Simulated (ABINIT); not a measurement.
The system is ZrS2.

```xyz
3
Lattice="3.6914 0.0000 0.0000 -1.8457 3.1968 0.0000 0.0000 0.0000 6.0411" Properties=species:S:1:pos:R:3 pbc="T T T"
Zr    0.0000    0.0000    0.0000
S     0.0000    2.1312    1.4372
S     1.8457    1.0656    4.6038
```

The cell is a database's computed one.

Base run:

- Program: ABINIT 10.8.3 (patched build)
- Functional: PBE
- Potentials or basis: JTH PAW PBE v2.0
- Cutoff: 544 eV
- k mesh: 8 × 8 × 5
- Occupations: fermi-dirac, width 0.05 eV
- Spin: no spin polarisation

Its results: band gap on the k mesh 1.05 eV, indirect (least direct gap 1.64 eV); pressure 0.3 GPa; largest force 0.032 eV/Å.

After a change of settings the same cell gave: band gap on the k mesh 1.23 eV, indirect (least direct gap 1.58 eV); pressure 0.9 GPa; largest force 0.079 eV/Å. Which change was it?
A. k mesh from 8 × 8 × 5 to 3 × 3 × 2
B. functional from PBE to rPW86PBE
C. k mesh from 8 × 8 × 5 to 10 × 10 × 6
D. functional from PBE to WC

A.

Caveats: some runs use coarse meshes; this functional lacks dispersion, which binds the layers, so the pressure and a relaxed spacing across them are unreliable; an odd mesh through Γ misses points on the zone boundary, where band edges often lie (some runs).
